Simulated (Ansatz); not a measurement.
# Ta: from a guess to a relaxed structure, part 2 of 2

Where does this trial cell of Ta go when cell and atoms are let free?

Ansatz 0.2.0; DFT PBE, scalar-relativistic, plane waves, PAW. The steps go on from the part before.

## (5) Final relaxation

The end of the coarse run is made exact in the group found at a tolerance of 0.06 Å and reduced to its primitive cell.

File input.yaml:

```yaml
crystal:
  lattice:
    - [0.0, 3.180658782, 3.180658782]
    - [3.180658782, 0.0, 3.180658782]
    - [3.180658782, 3.180658782, 0.0]
  atoms:
    - { symbol: Ta, position: [0.5, 0.5, 0.5] }
    - { symbol: Ta, position: [0.25, 0.25, 0.25] }
    - { symbol: Ta, position: [0.75, 0.75, 0.75] }
basis:
  ecutwfc: 420
kpoints:
  mp_grid: { grid: [12, 12, 12] }
hamiltonian:
  xc: pbe
scf:
  occupations: { method: gaussian, width: 0.1 }
output:
  forces: true
  stress: true
  eigenvalues: true
  write_density: true
  write_potential: true
  elf: true
  volumetric_format: npy
relax:
  adjacent_minimum: "off"
  f_tol: 0.01
  max_steps: 80
  cell: { stress_tol: 0.05 }
```

Launch:

```bash
ansatz run input.yaml --threads 1 --pin off --max-ram 2048MiB --backend cpu --events-out ev --progress --plain --runs-dir out
```

Standard output:

```text
Warning: RAYON_NUM_THREADS=1 ignored (pool sized by the plan → 1); use --threads N
Engine: ansatz 0.2.0, x86_64-unknown-linux-gnu
Pseudopotentials: kind: paw
Pseudopotential: Ta, paw, valence charge 13, recommended cutoff 420 eV (normal), Ta.paw.azcp
Functional definition: PBE
  parameter kappa = 0.804
  parameter beta = 0.06672455060314922
  exchange = pbe_x(kappa = kappa, mu = beta*pi^2/3)
  correlation = pbe_c(beta = beta)
Crystal: 3 atoms, lattice volume = 64.355 Å³
Basis set: ecut = 420 eV, 1243 PW (Γ), exchange–correlation on 64×64×64 points (8 copies of the dense FFT grid, shifted against one another)
Bands: 24, of which v1, the nominal top of the filled ones, is band 20 counted from 1 (19 counted from 0)
Symmetry: 48 space group operations
Space group: Fm-3m (ITA 225), of the structure as read, at distance tolerance 4.0e-5 Å
k-points: 72 of 1728
Non-local potential: Ta, projectors of the file, l = 0: 3, l = 1: 2, l = 2: 2, l = 3: 1
PAW form: soft (Blöchl's): semilocal exchange-correlation on the pseudo side does not see the compensation charge
PAW one-centre angular grid: Ta, 590 points (default); XC on 64 Gauss nodes
Initial density: superposition of atomic densities (neutral atoms: chi_scale 0, normalization atom), corrected by the library's trained network
Initial wavefunctions: pseudopotential atomic-orbital guess
Functional: x = pbe(κ = 0.804, μ = 0.2195149727645171), c = pbe(β = 0.06672455060314922)
SCF iter   1: F=—  HF=-29794.040007 eV  |F-HF|=—  |Δ(HF+E_count)|=         —  Δρ=3.65e-3  dr2=6.03e-3  ethr=1.77e-3  ⟨swp⟩=4.3  Hψ=7432  notcnv=0
preconditioner: auto → Kerker (q_TF=auto, 2.510 Å⁻¹)  [metal: Δε(μ)=0.051 eV  Ē_g=3.503 eV  σ=0.100 eV  W_gap=0.28  n_scr=14 (ndim 8)  ℏωp=17.9 eV  f_vac=0.002  D(μ)=2.69/eV (n_scr^D=14)]
SCF iter   2: F=—  HF=-29794.040243 eV  |F-HF|=—  |Δ(HF+E_count)|=   2.35e-4  Δρ=2.10e-3  dr2=1.95e-3  ethr=1.55e-5  ⟨swp⟩=2.1  Hψ=3042  notcnv=0
SCF iter   3: F=—  HF=-29794.040567 eV  |F-HF|=—  |Δ(HF+E_count)|=   3.24e-4  Δρ=2.53e-4  dr2=2.90e-5  ethr=5.00e-6  ⟨swp⟩=2.0  Hψ=2260  notcnv=0
SCF iter   4: F=—  HF=-29794.040587 eV  |F-HF|=—  |Δ(HF+E_count)|=   2.07e-5  Δρ=5.49e-5  dr2=1.82e-6  ethr=7.43e-8  ⟨swp⟩=2.1  Hψ=2218  notcnv=0
SCF iter   5: F=—  HF=-29794.040589 eV  |F-HF|=—  |Δ(HF+E_count)|=   1.57e-6  Δρ=1.60e-5  dr2=3.33e-7  ethr=4.67e-9  ⟨swp⟩=2.0  Hψ=2201  notcnv=0
SCF iter   6: F=-29794.040589 eV  HF=-29794.040589 eV  |F-HF|=1.74e-9  |Δ(HF+E_count)|=   1.20e-7  Δρ=4.32e-6  dr2=1.73e-8  ethr=2.56e-10  ⟨swp⟩=10.5  Hψ=11496  notcnv=0
SCF 1 converged in 6 iterations: F = -29794.040589 eV  dr2 = 1.73e-8
relax step   1: F+E_penalty+E_count = -29794.04058899 eV  Δ(F+E_penalty+E_count) = +0.000e0 eV  max|allowed force component| = 2.930e-17 eV/Å  Δτ_max = 0.0000 Å  P = -0.120 GPa  Ω = 64.355 Å³  (6 SCF iters, dr2 threshold 1.00e-7 eV, accepted)
Crystal: 3 atoms, lattice volume = 64.176 Å³
Initial density: handed on by an earlier stage of this run
Initial wavefunctions: those handed on with the density
iter 1 solved again at ethr=1.64e-7 eV; its pass at ethr=3.10e-3 eV (dr2=6.41e-5 eV) is discarded
SCF iter   1: F=—  HF=-29794.040556 eV  |F-HF|=—  |Δ(HF+E_count)|=         —  Δρ=1.94e-4  dr2=6.08e-5  ethr=1.64e-7  ⟨swp⟩=2.0  Hψ=9536  notcnv=0
preconditioner: auto → Kerker (q_TF=auto, 2.511 Å⁻¹)  [metal: Δε(μ)=0.047 eV  Ē_g=3.516 eV  σ=0.100 eV  W_gap=0.26  n_scr=14 (ndim 8)  ℏωp=18.0 eV  f_vac=0.000  D(μ)=2.69/eV (n_scr^D=14)]
SCF iter   2: F=—  HF=-29794.040551 eV  |F-HF|=—  |Δ(HF+E_count)|=   5.16e-6  Δρ=9.38e-5  dr2=1.42e-5  ethr=1.56e-7  ⟨swp⟩=2.0  Hψ=1999  notcnv=0
SCF iter   3: F=—  HF=-29794.040547 eV  |F-HF|=—  |Δ(HF+E_count)|=   3.24e-6  Δρ=2.97e-5  dr2=1.57e-6  ethr=3.63e-8  ⟨swp⟩=2.0  Hψ=2114  notcnv=0
SCF iter   4: F=—  HF=-29794.040547 eV  |F-HF|=—  |Δ(HF+E_count)|=   4.36e-7  Δρ=1.10e-5  dr2=1.37e-7  ethr=4.03e-9  ⟨swp⟩=2.0  Hψ=2254  notcnv=0
iter 5 did not close the SCF: its close was put off for the readings that it lacked (scf_convergence_deferred on its scf_iter line)
SCF iter   5: F=-29794.040547 eV  HF=-29794.040547 eV  |F-HF|=3.06e-9  |Δ(HF+E_count)|=   1.04e-8  Δρ=2.36e-6  dr2=3.65e-9  ethr=3.51e-10  ⟨swp⟩=2.0  Hψ=2242  notcnv=0
SCF iter   6: F=-29794.040547 eV  HF=-29794.040547 eV  |F-HF|=2.04e-10  |Δ(HF+E_count)|=   3.67e-9  Δρ=4.46e-7  dr2=1.24e-10  ethr=9.35e-12  ⟨swp⟩=5.4  Hψ=9266  notcnv=0
SCF 2 converged in 6 iterations: F = -29794.040547 eV  dr2 = 1.24e-10
relax step   2: F+E_penalty+E_count = -29794.04054692 eV  Δ(F+E_penalty+E_count) = +4.207e-5 eV  max|allowed force component| = 6.476e-17 eV/Å  Δτ_max = 0.0000 Å  P = +0.287 GPa  Ω = 64.176 Å³  energy of the carried Pulay correction = +5.073e-5 eV  (6 SCF iters, dr2 threshold 3.61e-8 eV, rejected (line search))
Crystal: 3 atoms, lattice volume = 64.302 Å³
iter 1 solved again at ethr=8.38e-8 eV; its pass at ethr=3.10e-3 eV (dr2=3.27e-5 eV) is discarded
SCF iter   1: F=—  HF=-29794.040627 eV  |F-HF|=—  |Δ(HF+E_count)|=         —  Δρ=1.37e-4  dr2=3.09e-5  ethr=8.38e-8  ⟨swp⟩=2.0  Hψ=9556  notcnv=0
preconditioner: auto → Kerker (q_TF=auto, 2.510 Å⁻¹)  [metal: Δε(μ)=0.046 eV  Ē_g=3.508 eV  σ=0.100 eV  W_gap=0.25  n_scr=14 (ndim 8)  ℏωp=17.9 eV  f_vac=0.000  D(μ)=2.72/eV (n_scr^D=14)]
SCF iter   2: F=—  HF=-29794.040627 eV  |F-HF|=—  |Δ(HF+E_count)|=   4.11e-7  Δρ=6.67e-5  dr2=7.30e-6  ethr=7.93e-8  ⟨swp⟩=2.0  Hψ=1997  notcnv=0
SCF iter   3: F=—  HF=-29794.040623 eV  |F-HF|=—  |Δ(HF+E_count)|=   4.04e-6  Δρ=2.16e-5  dr2=8.38e-7  ethr=1.87e-8  ⟨swp⟩=2.0  Hψ=2107  notcnv=0
SCF iter   4: F=—  HF=-29794.040624 eV  |F-HF|=—  |Δ(HF+E_count)|=   6.45e-7  Δρ=7.97e-6  dr2=7.23e-8  ethr=2.15e-9  ⟨swp⟩=2.0  Hψ=2254  notcnv=0
SCF iter   5: F=—  HF=-29794.040624 eV  |F-HF|=—  |Δ(HF+E_count)|=   6.10e-9  Δρ=1.70e-6  dr2=1.87e-9  ethr=1.85e-10  ⟨swp⟩=2.0  Hψ=2243  notcnv=0
SCF iter   6: F=—  HF=-29794.040624 eV  |F-HF|=—  |Δ(HF+E_count)|=   1.95e-9  Δρ=3.22e-7  dr2=6.38e-11  ethr=4.79e-12  ⟨swp⟩=2.0  Hψ=2280  notcnv=0
SCF iter   7: F=-29794.040624 eV  HF=-29794.040624 eV  |F-HF|=1.09e-11  |Δ(HF+E_count)|=  1.16e-10  Δρ=5.61e-8  dr2=1.84e-12  ethr=1.00e-12  ⟨swp⟩=6.0  Hψ=7360  notcnv=0
SCF 3 converged in 7 iterations: F = -29794.040624 eV  dr2 = 1.84e-12
relax step   3: F+E_penalty+E_count = -29794.04062385 eV  Δ(F+E_penalty+E_count) = -3.487e-5 eV  max|allowed force component| = 3.624e-17 eV/Å  Δτ_max = 0.0000 Å  P = -0.000 GPa  Ω = 64.302 Å³  energy of the carried Pulay correction = +1.497e-5 eV  (7 SCF iters, accepted)
Initial wavefunctions: pseudopotential atomic-orbital guess (no wavefunctions were taken with the density)
iter 1 solved again at ethr=6.34e-9 eV; its pass at ethr=3.10e-3 eV (dr2=2.47e-6 eV) is discarded
SCF iter   1: F=—  HF=-29794.040607 eV  |F-HF|=—  |Δ(HF+E_count)|=         —  Δρ=1.33e-6  dr2=1.35e-10  ethr=6.34e-9  ⟨swp⟩=4.0  Hψ=13454  notcnv=0
preconditioner: auto → Kerker (q_TF=auto, 2.510 Å⁻¹)  [metal: Δε(μ)=0.046 eV  Ē_g=3.509 eV  σ=0.100 eV  W_gap=0.26  n_scr=14 (ndim 8)  ℏωp=17.9 eV  f_vac=0.000  D(μ)=2.71/eV (n_scr^D=14)]
SCF iter   2: F=—  HF=-29794.040610 eV  |F-HF|=—  |Δ(HF+E_count)|=   3.10e-6  Δρ=6.96e-7  dr2=3.67e-11  ethr=1.00e-12  ⟨swp⟩=2.8  Hψ=3302  notcnv=0
iter 3 did not close the SCF: its close was put off for the readings that it lacked (scf_convergence_deferred on its scf_iter line)
SCF iter   3: F=-29794.040610 eV  HF=-29794.040610 eV  |F-HF|=1.46e-11  |Δ(HF+E_count)|=  5.09e-11  Δρ=5.05e-8  dr2=1.13e-12  ethr=1.00e-12  ⟨swp⟩=1.0  Hψ=1728  notcnv=0
iter 4 did not close the SCF: its close was put off for the readings that it lacked (scf_convergence_deferred on its scf_iter line)
SCF iter   4: F=-29794.040610 eV  HF=-29794.040610 eV  |F-HF|=1.09e-11  |Δ(HF+E_count)|=  3.64e-12  Δρ=2.11e-8  dr2=1.45e-13  ethr=1.00e-12  ⟨swp⟩=1.0  Hψ=1728  notcnv=0
iter 5 did not close the SCF: its close was put off for the readings that it lacked (scf_convergence_deferred on its scf_iter line)
SCF iter   5: F=-29794.040610 eV  HF=-29794.040610 eV  |F-HF|=3.64e-12  |Δ(HF+E_count)|=  3.64e-12  Δρ=3.40e-9  dr2=7.22e-15  ethr=1.00e-12  ⟨swp⟩=1.0  Hψ=1728  notcnv=0
iter 6 did not close the SCF: its close was put off for the readings that it lacked (scf_convergence_deferred on its scf_iter line)
SCF iter   6: F=-29794.040610 eV  HF=-29794.040610 eV  |F-HF|=2.55e-11  |Δ(HF+E_count)|=  1.46e-11  Δρ=2.18e-9  dr2=1.49e-15  ethr=1.00e-12  ⟨swp⟩=1.0  Hψ=1728  notcnv=0
SCF iter   7: F=-29794.040610 eV  HF=-29794.040610 eV  |F-HF|=1.46e-11  |Δ(HF+E_count)|=    0.00e0  Δρ=1.10e-9  dr2=4.24e-16  ethr=1.00e-12  ⟨swp⟩=2.2  Hψ=4311  notcnv=0
SCF 4 converged in 7 iterations: F = -29794.040610 eV  dr2 = 4.24e-16
relax step   4: F+E_penalty+E_count = -29794.04061011 eV  Δ(F+E_penalty+E_count) = +1.374e-5 eV  max|allowed force component| = 4.395e-17 eV/Å  Δτ_max = 0.0000 Å  P = -0.001 GPa  Ω = 64.302 Å³  stress off target by 6.94e-4 GPa  SCF on the basis re-selected at this cell (its energy is not comparable with the rows above)  (7 SCF iters)
basis re-selected at this cell: Δ(F+E_penalty+E_count) = +1.374e-5 eV, ΔP = -0.000 GPa vs the last step (what re-selecting the basis moved, of the pressure what is left beyond the Pulay correction that the steps carried, after the strain that the cell walked since its last selection, with what the two solves' SCF thresholds leave and, on support functions, any second-order correction that the steps lacked; it is no measure of the basis error at this ecutwfc). This SCF's stress stands 6.94e-4 GPa from its target on what of the cell is left free (relax.cell.stress_tol is 5.00e-2 GPa) and its largest allowed force component is 4.39e-17 eV/Å (relax.f_tol is 1.00e-2 eV/Å): within both
SCF converged after 7 iterations
Free energy (F): -29794.040610 eV
Harris-Foulkes:  -29794.040610 eV  (|F-HF|=1.46e-11)
Internal energy: -29794.027044 eV  (E = F + TS)
E sigma→0 (E₀):  -29794.033827 eV
Entropy (-TS):   -0.013566 eV (-4.522 meV/atom)
Fermi energy:    15.284901 eV
--- Per-component energies (eV) ---
  E_band       = -447.871041
  E_kinetic    = 1094.341177
  E_local      = -2219.608658  (includes V_loc(G=0)·N_el)
  E_nonlocal   = 47.742107
  E_hartree    = 788.268466
  E_xc         = -652.434715
  E_vxc        = -608.325417  (∫ρ·V_xc dr)
  E_paw        = -25189.959719  (= ΣΔE_a)
  E_vpaw       = -338.557669  (= ΣTr[D̂ρ^β])
  E_aug_tail   = 0.000488  (compensation charges beyond the density's cutoff)
  E_ewald      = -3662.376191
  E_smearing   = -0.013566  (= −TS)
  E_closure    = 0.000000  (closes the sum)
  Σ components = -29794.040610   (vs F -29794.040610, Δ=0.00e0)
--- Forces (eV/Å), atoms counted from 1 ---
  atom   1  Ta     0.00000000    -0.00000000    -0.00000000
  atom   2  Ta     0.00000000    -0.00000000     0.00000000
  atom   3  Ta     0.00000000     0.00000000    -0.00000000
  max |Σ_I F_I| component: 2.78e-17 eV/Å
--- Stress (GPa, compression-positive) ---
       -0.000694       0.000000       0.000000
        0.000000      -0.000694      -0.000000
        0.000000      -0.000000      -0.000694
  P = ⅓ Tr σ = -0.0007 GPa (-0.007 kbar)
--- Band table (eV; the first three rows and the last of 72) ---
  k-point 0: bands = ["-52.3699", "-52.3210", "-51.1936", "-18.9831", "-18.9831", "-18.9831", "-18.8965", "-18.8965", "-18.8965", "-17.7261", "-17.7261", "-17.7261", "8.0867", "12.2189", "12.2189", "13.9823", "13.9823", "13.9823", "14.9440", "14.9440", "14.9440", "19.3354", "19.3354", "19.3354"]
  k-point 1: bands = ["-52.3687", "-52.3217", "-51.1942", "-19.0123", "-18.9905", "-18.9905", "-18.8922", "-18.8922", "-18.8627", "-17.7316", "-17.7226", "-17.7226", "8.2010", "12.2750", "12.2750", "13.8351", "14.0087", "14.0087", "14.9366", "14.9366", "14.9857", "18.9967", "19.0996", "19.0996"]
  k-point 2: bands = ["-52.3654", "-52.3236", "-51.1959", "-19.0476", "-19.0079", "-19.0079", "-18.8836", "-18.8836", "-18.8174", "-17.7442", "-17.7132", "-17.7132", "8.5350", "12.4407", "12.4407", "13.5649", "14.0643", "14.0643", "14.9008", "14.9371", "14.9371", "18.3079", "18.5472", "18.5472"]
  k-point 71: bands = ["-52.3402", "-52.3402", "-51.2059", "-19.2564", "-19.0248", "-19.0115", "-19.0115", "-18.7079", "-18.7011", "-17.7339", "-17.7339", "-17.6325", "11.8358", "11.8358", "12.3602", "12.4735", "14.4328", "14.8689", "14.8689", "15.1698", "15.7384", "15.7384", "17.2360", "17.7643"]
--- Relaxed structure (3 steps of the walk, 2 accepted, 1 SCFs on fresh bases) ---
  F+E_penalty+E_count = -29794.04061011 eV   max|allowed force component| = 4.395e-17 eV/Å   (the final SCF, on the basis selected at the relaxed cell)
  cell:  # Å, volume = 64.3020 Å³
    - [-4.458450528783641e-35, 3.1797885542074806, 3.1797885542074806]
    - [3.1797885542074806, 1.2738430082238973e-34, 3.1797885542074806]
    - [3.1797885542074806, 3.1797885542074806, -1.9107645123358462e-35]
  atoms:
    - { symbol: Ta, position: [0.5, 0.5, 0.5] }
    - { symbol: Ta, position: [0.25, 0.25, 0.25] }
    - { symbol: Ta, position: [0.75, 0.75, 0.75] }
```

Wall time 12 s (1 thread of Intel Xeon 6975P-C (Granite Rapids), shared host); peak memory 0.48 GiB.

Step by step:

```
step  E - E(step 1) (eV/cell)  largest force component (eV/Å)  pressure (GPa)  volume (Å³)
   1                   0.0000                          0.0000           -0.12        64.35
   2                   0.0000                          0.0000            0.29        64.18
   3                   0.0000                          0.0000            0.00        64.30
   4                   0.0000                          0.0000            0.00        64.30
```

Step 1 is the start. Step 4 repeats the geometry before it on a plane-wave basis chosen anew for that cell, so its energy need not be comparable with the rows above. Step 2 was tried and not accepted.

Lengths and angles in the start's conventional setting:

|  | before | after | change |
| --- | --- | --- | --- |
| a (Å) | 6.361 | 6.360 | 0.0 % |
| b (Å) | 6.361 | 6.360 | 0.0 % |
| c (Å) | 6.361 | 6.360 | 0.0 % |
| volume (Å³/atom) | 21.45 | 21.43 | -0.1 % |
| shortest distance (Å) | 2.755 | 2.754 | 0.0 % |
| space group (0.01 Å) | Fm-3m | Fm-3m | same |

Forces and stress were held to the start's 48 operations: a distortion of lower symmetry was not tested.

Axes a, b and c in the maps are those of this run's conventional cell (a, b, c = 6.360, 6.360, 6.360 Å).

Density in a lattice plane of the grid's cell (edges 6.36 and 6.36 Å, at 0.250 of the third edge), which holds Ta.

Values in e/Å³, 12 rows by 12 columns:
```
0.18 0.21 0.34 0.53 0.34 0.21 0.18 0.21 0.34 0.53 0.34 0.21
0.22 0.34 2.07 3.80 2.07 0.34 0.22 0.34 2.07 3.80 2.07 0.34
0.24 0.53 3.80 3.14 3.80 0.53 0.24 0.53 3.80 3.14 3.80 0.53
0.22 0.34 2.07 3.80 2.07 0.34 0.22 0.34 2.07 3.80 2.07 0.34
0.18 0.21 0.34 0.53 0.34 0.21 0.18 0.21 0.34 0.53 0.34 0.21
0.15 0.18 0.22 0.24 0.22 0.18 0.15 0.18 0.22 0.24 0.22 0.18
0.18 0.21 0.34 0.53 0.34 0.21 0.18 0.21 0.34 0.53 0.34 0.21
0.22 0.34 2.07 3.80 2.07 0.34 0.22 0.34 2.07 3.80 2.07 0.34
0.24 0.53 3.80 3.14 3.80 0.53 0.24 0.53 3.80 3.14 3.80 0.53
0.22 0.34 2.07 3.80 2.07 0.34 0.22 0.34 2.07 3.80 2.07 0.34
0.18 0.21 0.34 0.53 0.34 0.21 0.18 0.21 0.34 0.53 0.34 0.21
0.15 0.18 0.22 0.24 0.22 0.18 0.15 0.18 0.22 0.24 0.22 0.18
```
Columns run along the first of these edges and rows up along the second, over one cell in 12 and 12 even steps from the bottom left corner. Atoms in the plane (fractional): Ta at (0.25, 0.25), Ta at (0.75, 0.75), Ta at (0.25, 0.75), Ta at (0.75, 0.25).

ELF in the same plane.

Ten even steps from '0' (0.03) to '9' (0.70):
```
455543334555455543334555
654224442245654224442245
653379997335653379997335
643697579634643697579634
533893039833533893039833
643697579634643697579634
653379997335653379997335
654224442245654224442245
455543334555455543334555
445666566654445666566654
455543334555455543334555
654224442245654224442245
653379997335653379997335
643697579634643697579634
533893039833533893039833
643697579634643697579634
653379997335653379997335
654224442245654224442245
455543334555455543334555
445666566654445666566654
```
Columns run along the first of these edges and rows up along the second, over one cell in 24 and 20 even steps from the bottom left corner. Atoms in the plane (fractional): Ta at (0.25, 0.25), Ta at (0.75, 0.75), Ta at (0.25, 0.75), Ta at (0.75, 0.25).

Both are smooth fields of the valence electrons: close to the nuclei they are not physical.

Maxima of ELF outside the ion cores: 0.55 between the atoms, 1.7 Å from Ta.

## (6) Changing settings: dr2_threshold 1.0e-05, accuracy medium, ecutwfc left out

File input.yaml:

```yaml
crystal:
  lattice:
    - [0.0, 3.1797885542, 3.1797885542]
    - [3.1797885542, 0.0, 3.1797885542]
    - [3.1797885542, 3.1797885542, 0.0]
  atoms:
    - { symbol: Ta, position: [0.5, 0.5, 0.5] }
    - { symbol: Ta, position: [0.25, 0.25, 0.25] }
    - { symbol: Ta, position: [0.75, 0.75, 0.75] }
kpoints:
  mp_grid: { grid: [12, 12, 12] }
hamiltonian:
  xc: pbe
scf:
  occupations: { method: gaussian, width: 0.1 }
  convergence: { dr2_threshold: 1.0e-05 }
output:
  forces: true
  eigenvalues: true
  stress: true
accuracy: medium
```

Launch:

```bash
ansatz run input.yaml --threads 1 --pin off --max-ram 2048MiB --backend cpu --events-out ev --progress --plain --runs-dir out
```

Standard output (excerpt; [...] marks lines left out):

```text
Warning: scf.convergence.dr2_threshold = 1e-5 eV is looser than this run's default, which is 1e-7 eV or tighter. The error in the forces grows as the threshold's square root, so leave the key out unless less accurate forces are enough
Warning: output.stress: scf.convergence.dr2_threshold = 1e-5 eV is looser than the 3e-10 eV advised for a printed stress (1e-10 eV for each atom of the cell: 3). What an SCF threshold leaves in a stress goes as its square root, and in the free energy as the threshold itself, and one [...]
Warning: RAYON_NUM_THREADS=1 ignored (pool sized by the plan → 1); use --threads N
[...]
[... 1 set-up line as earlier in the session ...]
[...]
SCF converged after 6 iterations
Free energy (F): -29794.040610 eV
[...]
E sigma→0 (E₀):  -29794.033827 eV
Entropy (-TS):   -0.013566 eV (-4.522 meV/atom)
Fermi energy:    15.284940 eV
[...]
--- Forces (eV/Å), atoms counted from 1 ---
  atom   1  Ta     0.00000000    -0.00000000     0.00000000
  atom   2  Ta     0.00000000    -0.00000000    -0.00000000
  atom   3  Ta     0.00000000     0.00000000     0.00000000
[...]
--- Stress (GPa, compression-positive) ---
       -0.000522       0.000000       0.000000
       -0.000000      -0.000522      -0.000000
        0.000000       0.000000      -0.000522
  P = ⅓ Tr σ = -0.0005 GPa (-0.005 kbar)
--- Band table (eV; the first three rows and the last of 72) ---
[... band rows left out ...]
[...]
```

Run time: 2.4 s. Hardware: 1 thread of Intel Xeon 6975P-C (Granite Rapids), shared host; peak memory 0.45 GiB.

```csv
run,ending,energy change,pressure (GPa),gap (eV),force (eV/Å),cycles,time
step 5,converged,0,0.0,0.00,0.00,-,12 s
variant,converged,0.0 meV/atom,0.0,0.00,0.00,6,2.4 s
```

Same state: the changed convergence setting leaves the energy within 0.5 meV/atom.

## (7) Summary of results

What follows sums up all 2 parts. Changes of volume or cell count from the first structure of part 1.

| quantity | value |
| --- | --- |
| symmetry at the end (tolerance 0.05 Å) | space group Fm-3m (No. 225) |
| conventional cell | a = 6.360 Å, b = 6.360 Å, c = 6.360 Å, α = 90.00°, β = 90.00°, γ = 90.00° |
| volume | 21.43 Å³/atom |
| energy over the standard state | +0.91 eV/atom |
| gap on the mesh | none (metal) |

**Reading.** The space group Fm-3m (No. 225) is kept, and the volume per atom shrinks by 40.6 % from the first guess. It lies above the element's standard state, so it is metastable at best. No finished test with a distortion of lower symmetry is shown, so the end may be a saddle point. The runs treat Ta without spin-orbit coupling.
